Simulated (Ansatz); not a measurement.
Crystal: MnS.

```
Mn S
1.0
     0.00000    2.60450    2.60450
     2.60450    0.00000    2.60450
     2.60450    2.60450    0.00000
Mn S
1 1
Cartesian
  0.0000 0.0000 0.0000
  2.6045 2.6045 2.6045
```

Base run:

- Program: Ansatz 0.2.0
- Functional: PBE
- Potentials or basis: Ansatz PAW
- Cutoff: 420 eV (not typed: the program's choice for these potentials)
- k mesh: 7 × 7 × 7
- Occupations: fermi-dirac, width 0.05 eV
- Spin: collinear spin, ferromagnetic start
- Starting moments: [8.0, 0.0] μB
- Fixed moment: 8 μB

Its results: pressure 39.0 GPa; site moments Mn +4.90; S +1.50 μB.

Question: The run is repeated on the same cell with these changes: fixed moment from 8 μB to 2 μB; moments at the start from [8.0, 0.0] to [2.0, 0.0]. What comes out?

Answer: Pressure -19.5 GPa; site moments Mn +2.01; S -0.08 μB.

Caveats: the total moment is fixed, so each spin has its own Fermi level; a cell with one magnetic atom can't hold antiferromagnetic order, which such compounds often take; the thresholds are loose for stress; a pressure of tens of GPa on the cell as given is suspect, and the run, the potentials or the cell itself is likely at fault (some runs).
